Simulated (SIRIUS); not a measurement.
**AgCl (Chlorargyrite) in SIRIUS: the effect of Hubbard term**

Crystal: AgCl (Chlorargyrite).

```
Ag Cl
1.0
     0.00000    2.73500    2.73500
     2.73500    0.00000    2.73500
     2.73500    2.73500    0.00000
Ag Cl
1 1
Direct
  0.00000 0.00000 0.00000
  0.50000 0.50000 0.50000
```

Alike in all runs:

| Item | Value |
| --- | --- |
| Program | SIRIUS 7.10.0 |
| Task | single point |
| Functional | PBEsol |
| Potentials or basis | PseudoDojo 0.4.1 PBE standard (scalar relativistic) |
| Cutoff | 1127 eV |
| Density cutoff | 4507 eV |
| k mesh | 8 × 8 × 8 |
| Occupations | fermi-dirac, width 0.05 eV |
| Spin | no spin polarisation |
| Libxc names | ["XC_GGA_X_PBE_SOL", "XC_GGA_C_PBE_SOL"] |
| Energy tol | 1e-08 Ha |
| Density tol | 1e-06 |
| Mixer | anderson |
| Mixing beta | 0.7 |
| Max scf | 100 |
| Radial cutoff for the potentials' integrals | 6.5 bohr |

```csv
Hubbard term,gap on the mesh (eV),pressure (GPa)
none,0.72,-0.7
Ag d U = 2 eV,1.14,-0.2
Ag d U = 4 eV,1.47,0.2
Ag d U = 6 eV,?,?
Ag d U = 8 eV,1.93,0.9
```

Question: What does the run with Hubbard term Ag d U = 6 eV give?

Answer: gap on the mesh 1.73 eV; pressure 0.6 GPa.

Worked out: A parabola through the other rows of the gap on the mesh, of slope 0.114 eV per eV there, gives 1.74 eV, against the run's 1.73. A straight line through the other rows of the pressure, of slope 0.197 GPa per eV, gives 0.5 GPa, against the run's 0.6.

Caveats: the potentials were made for another functional, which shifts forces and pressure.

A k mesh can miss the band edges.
